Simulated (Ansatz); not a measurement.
**Every step of a relaxation of Ag (beta tin type)**

DFT, PBE, PAW with Ansatz's default frozen-core files, scalar-relativistic (Ansatz 0.2.0); a Γ-centred 15×15×15 k mesh, Fermi–Dirac smearing of 0.1 eV, no spin polarisation. The run relaxes shape and atoms at held volume.

Command: `ansatz run input.yaml --threads 1 --pin off --max-ram 2048MiB --backend cpu --events-out ev --progress --plain --runs-dir out` It took 7.6 s on 1 thread of AMD EPYC 9R45 96-Core Processor (Zen 5), with other jobs on the host, peak memory 0.42 GiB.

PAW: frozen-core files, cutoff 420 eV; forces are relaxed below 0.005 eV/Å.

Each step lists its free energy a cell above the last geometry, the pressure, the cell vectors (Å), and Cartesian positions (Å) with forces (eV/Å).

The first step:

```
step 1  dF = 10.09 meV  P = 345.5 GPa
  cell -2.1120 2.1120 1.1072  2.1120 -2.1120 1.1072  2.1120 2.1120 -1.1072
  Ag 0.0000 -1.0560 -0.2768   0.0000 0.0000 0.0000
  Ag 0.0000 1.0560 0.2768   0.0000 0.0000 0.0000
```

Task: Where does the relaxation end, and by which steps?

Result: After 3 geometries, with conventional a, b, c = 4.207, 4.207, 2.232 Å, at 9.877 Å³/atom and 345.2 GPa in space group I4_1/amd, with a shortest distance of 2.176 Å. The further steps:
```
step 2  dF = 0.97 meV  P = 345.2 GPa
  cell -2.1009 2.1009 1.1189  2.1009 -2.1009 1.1189  2.1009 2.1009 -1.1189
  Ag 0.0000 -1.0505 -0.2797   0.0000 0.0000 0.0000
  Ag 0.0000 1.0505 0.2797   0.0000 0.0000 0.0000
step 3  dF = 0.00 meV  P = 345.2 GPa
  cell -2.1035 2.1035 1.1161  2.1035 -2.1035 1.1161  2.1035 2.1035 -1.1161
  Ag 0.0000 -1.0517 -0.2790   0.0000 0.0000 0.0000
  Ag 0.0000 1.0517 0.2790   0.0000 0.0000 0.0000
step 4  dF = 0.00 meV  P = 345.2 GPa  (same geometry on a basis chosen anew; earlier energies don't compare to the last digit)
  cell -2.1035 2.1035 1.1161  2.1035 -2.1035 1.1161  2.1035 2.1035 -1.1161
  Ag 0.0000 -1.0517 -0.2790   0.0000 0.0000 0.0000
  Ag 0.0000 1.0517 0.2790   0.0000 0.0000 0.0000
```
